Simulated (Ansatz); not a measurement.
What does this script print? It uses the Python package of Ansatz (0.2.0).

`elastic_aln.py`
```python
"""Stiffness tensor and moduli of AlN."""

from dataclasses import replace

import ansatz
from ase import Atoms
import numpy as np

FUNCTIONAL = "LDA"
CUTOFF = 470
FILLING = "methfessel_paxton"
MESH = (12, 12, 6)


def main() -> None:
    atoms = Atoms(
        ["Al", "Al", "N", "N"],
        scaled_positions=[
            (1 / 3, 2 / 3, 0.75),
            (2 / 3, 1 / 3, 0.25),
            (1 / 3, 2 / 3, 0.25),
            (2 / 3, 1 / 3, 0.75),
        ],
        cell=[
            (3.312116, 0.0, 0.0),
            (-1.656058, 2.868376, 0.0),
            (0.0, 0.0, 4.187563),
        ],
        pbc=True,
    )
    crystal = ansatz.Crystal.from_ase(atoms)

    setup = (
        crystal.calculation()
        .functional(FUNCTIONAL)
        .basis(CUTOFF)
        .occupations(FILLING, width=50 * ansatz.meV)
        .kpoints(*MESH)
    )
    # relax, then strain
    rest = setup.relax(cell=True).run().lattice
    relaxed = ansatz.Crystal(lattice=ansatz.Lattice.of(rest.cell_ang))
    for site in rest.sites:
        relaxed = relaxed.atom(site.symbol, site.position_frac)
    setup = replace(setup, crystal=relaxed)
    print("relaxed volume {:.3f} A^3".format(abs(np.linalg.det(rest.cell_ang))))
    res = setup.elastic(ansatz.ElasticMode.RELAXED_ION).run()
    elastic = res.elastic

    print("C_ij (GPa), Voigt order xx yy zz yz xz xy")
    for row in elastic.c_gpa:
        print(" ".join(f"{value:8.1f}" for value in row))
    print("smallest eigenvalue of C:", round(elastic.stability.min_eigenvalue_gpa, 1), "GPa; tensor positive definite:", elastic.stability.min_eigenvalue_gpa > 0)
    # averaged moduli need a positive definite tensor
    if elastic.stability.min_eigenvalue_gpa > 0:
        m = elastic.moduli
        print(f"K = {m.k_hill_gpa:.1f}, G = {m.g_hill_gpa:.1f}, E = {m.youngs_gpa:.1f} GPa, Poisson ratio {m.poisson:.3f}, K/G = {m.k_hill_gpa / m.g_hill_gpa:.2f}")


if __name__ == "__main__":
    main()
```

```console
$ python elastic_aln.py
relaxed volume 38.125 A^3
C_ij (GPa), Voigt order xx yy zz yz xz xy
   370.3    203.6    141.0      0.0      0.0      0.0
   203.6    370.3    141.0     -0.0     -0.0      0.0
   141.0    141.0    326.4      0.0     -0.0     -0.0
    -0.0      0.0      0.0    211.7      0.0      0.0
     0.0     -0.0      0.0     -0.0    211.7      0.0
     0.0     -0.0      0.0      0.0      0.0     83.4
smallest eigenvalue of C: 83.4 GPa; tensor positive definite: True
K = 224.6, G = 128.7, E = 324.1 GPa, Poisson ratio 0.259, K/G = 1.75
```

Notes:
- A positive definite tensor excludes instabilities under uniform strain alone; phonons elsewhere in the zone can still be imaginary.
- In a crystal with a gap the Fermi level's place inside it depends on smearing and mesh.
- The structure comes from a database of computed cells and needn't be a stable or known phase.
- The constants belong to the cell that was strained; where it wasn't relaxed first it may be under stress.
- Hardware and time: 3.1 min on 1 thread of AMD EPYC 7R43 64-Core Processor (Zen 3) (shared host), peak memory 0.5 GiB.

(A comment or docstring line of the script was reworded after the run, the code is as it ran.)
